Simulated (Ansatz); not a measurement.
# Pressure series of GaP (F-43m)

```
Ga P
1.0
     2.71926    2.71926    0.00000
    -2.71926    2.71926    0.00000
     0.00000    2.71926    2.71926
Ga P
1 1
Direct
  0.00000 0.00000 0.00000
  0.75000 0.25000 0.50000
```

This is the zero-pressure cell under PBEsol. Cell and atoms are relaxed by PAW (default files of Ansatz 0.2.0, cutoff 420 eV, stress met within about 0.05 GPa) at each pressure, in this structure whether or not another phase would take over; P is the pressure reached, less that of this cell. Levels come from PBEsol, all-electron LAPW in Ansatz 0.2.0, with spin-orbit coupling; k mesh 8×8×8, fixed occupations, basis error target 0.5 meV/atom. Conduction levels are in eV over the valence top (at Γ), at fixed fractional wave vectors («min» is a refined band extremum of the unstrained crystal off the named points). Zone-centre phonons come from finite displacements by PAW, without the LO-TO term.

```
P (GPa)    V/V₀    min      X      L      Γ  T2 TO (cm⁻¹)
  -1.97  1.0247  1.469  1.525  1.503  1.574         346.5
   0.00  1.0000  1.427  1.474  1.577  1.772         357.1
   2.02  0.9777  1.385  1.425  1.644  1.958         367.0
   3.99  0.9582  1.345  1.380  1.705  2.125         376.1
   6.99  0.9320  1.288  1.316  1.788  2.357         388.8
   9.98       ?      ?      ?      ?      ?             ?
  14.98  0.8765  1.148  1.164  1.972  2.876         418.4
```

Q: Fit the third-order Birch-Murnaghan equation to the rows shown.

A: With f = [(V₀/V)^(2/3) − 1]/2, the normalised pressure F = P/[3f(1 + 2f)^(5/2)] is 84.7 GPa at f = -0.0081, 85.3 GPa at f = 0.0076, 85.8 GPa at f = 0.0145, 86.3 GPa at f = 0.0240, 87.2 GPa at f = 0.0459. The line F = B₀[1 + (3/2)(B′ − 4)f] gives B₀ = 85.1 GPa and B′ = 4.4.

Q: What are the volume deformation potentials and pressure coefficients of these levels at zero pressure?

A: 

| level | dE/dlnV (eV) | dE/dP = −(dE/dlnV)/B₀ (meV/GPa) | mean slope up to 2.0 GPa (meV/GPa) |
| --- | --- | --- | --- |
| min | 1.80 | -21.2 | -20.8 |
| X | 2.11 | -24.8 | -24.1 |
| L | -3.00 | 35.3 | 33.7 |
| Γ | -8.18 | 96.2 | 92.1 |

dE/dlnV is the slope of a cubic fit in ln V at V₀. The last column is read from two rows and shows how the slope bends with pressure.

Q: What mode Grüneisen parameters follow?

A: γ = −d ln ω/d ln V at V₀ from a quadratic fit in ln V: T2 1.22.

Q: Fill the row at 9.98 GPa.

A: The fits give V/V₀ = 0.9092 and min = 1.234 eV. Computed: V/V₀ = 0.9092, min = 1.234, X = 1.256, L = 1.863, Γ = 2.565, T2 TO (cm⁻¹) = 400.6.

Limits of these numbers: no other phase was computed; many crystals of this kind change structure within this range, and rows or crossings beyond such a change describe a metastable lattice; the frozen-core PAW files of the relaxations were fitted under PBE, their cores solved anew for this functional; semilocal gaps are low, and the spacing of valleys can be off by tenths of an eV; levels are read at fixed fractional k, so an edge that moves off these points is missed.
